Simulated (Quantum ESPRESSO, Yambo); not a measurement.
An input for Yambo 5.3.0 (KCl (Sylvite)):

```
optics
bss
bse
em1s
dipoles
rim_cut
RandQpts= 1000000
RandGvec= 1 RL
Chimod= "HARTREE"
BSKmod= "SEX"
BSEmod= "resonant"
BSSmod= "d"
BSENGexx= 20 Ry
BSENGBlk= 4 Ry
% BSEQptR
 1 | 1 |
%
% BSEBands
 6 | 10 |
%
% BEnRange
 0 | 10 | eV
%
% BDmRange
 0.1 | 0.1 | eV
%
BEnSteps= 101
% BLongDir
 1 | 0 | 0 |
%
% BndsRnXs
 2 | 22 |
%
NGsBlkXs= 4 Ry
% LongDrXs
 1 | 1 | 1 |
%
% KfnQP_E
 2.889 | 1.0 | 1.0 |
%
WRbsWF
FFTGvecs= 30 Ry
```

```sh
OMP_NUM_THREADS=1 mpirun -n 4 yambo -F bse9.in -J bse9 -C bse9 > bse9.log
```

The stored states that it reads are on a 8×8×8 mesh. The structure is cubic, space group Fm-3m (No. 225). Conventional cell: a = 6.293 Å, b = 6.293 Å, c = 6.293 Å, α = 90.00°, β = 90.00°, γ = 90.00°. Nearest to K lie 6 Cl at 3.15 Å. Cl has 6 K at 3.15 Å nearest. Farther neighbours and most contacts between anions are not listed.

**Question.** How long will it take on 4 MPI ranks of Arm Neoverse V1, shared host, and how much memory?

It took 2.1 min; on shared hardware allow 64 s to 4.3 min. Peak host memory was 1.8 GiB.

The kernel grows as the square of the matrix size, and full diagonalisation as its cube.

[Paths, hosts, dates, memory and timing lines, banners, echoed tables and standing remarks are left out of the program output.]

[Logs are printed without paths, hosts, clocks, repeated set-up lines and the standing remarks that a program may print on its own settings, such as how far it seeks lower states.]

[Runs of the session that timed out or met a known fault of the program may be left out.]

[Hosts, paths, dates, database ids (printed as entryN), source tags and the programs' standing remarks are cut or masked in the printed files.]
